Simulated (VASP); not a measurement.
Runs of VASP 6.6.1 on AlAs. The structure is cubic, space group F-43m (No. 216). Conventional cell: a = 5.661 Å, b = 5.661 Å, c = 5.661 Å, α = 90.00°, β = 90.00°, γ = 90.00°. Al (site symmetry -43m) has 4 As at 2.45 Å as nearest neighbours. As (site symmetry -43m) is surrounded by 4 Al at 2.45 Å. 

```csv
level,potentials or basis,spin,k mesh,cutoff (eV),grid for exact exchange (PRECFOCK),screening parameter,mesh quality,gap on the mesh (eV),pressure (GPa)
PBEsol,"VASP PAW PBE potentials, release 64 (Al, As)",off,7 × 7 × 7,250,-,-,not flagged,1.43,-
PBEsol,"VASP PAW PBE potentials, release 64 (Al, As)","SOC, no magnetisation",7 × 7 × 7,520,-,-,not flagged,-,0.8
PBEsol,"VASP PAW PBE potentials, release 64 (Al, As)",off,7 × 7 × 7,520,-,-,not flagged,1.43,0.8
LDA,"VASP PAW LDA potentials, release 64 (Al, As)",off,4 × 4 × 4,300,-,-,coarse,(a),(b)
LDA,"VASP PAW LDA potentials, release 64 (Al, As)",off,7 × 7 × 7,520,-,-,not flagged,1.45,-0.9
HSE06,"VASP PAW PBE potentials, release 64 (Al, As)",off,5 × 5 × 5,520,Fast,0.2 1/A,not flagged,2.33,0.7
```

Alike in all rows: task single point; cell as given; smearing fermi-dirac 0.02 eV.

Q: Fill in the values left out.

A: (a) 1.30; (b) -0.6.

Caveats: some runs use coarse meshes; the PAW data sets were made with another functional, which shifts forces and pressure a little (some runs); an odd mesh through Γ misses points on the zone boundary, where band edges often lie (some runs); the cutoff is under 1.25 times the usual one of these potentials, so pressure, stress and relaxed cells hold a basis-set (Pulay) error (some runs).

A k mesh can miss the band edges, and rows without SOC leave out spin-orbit coupling on As.
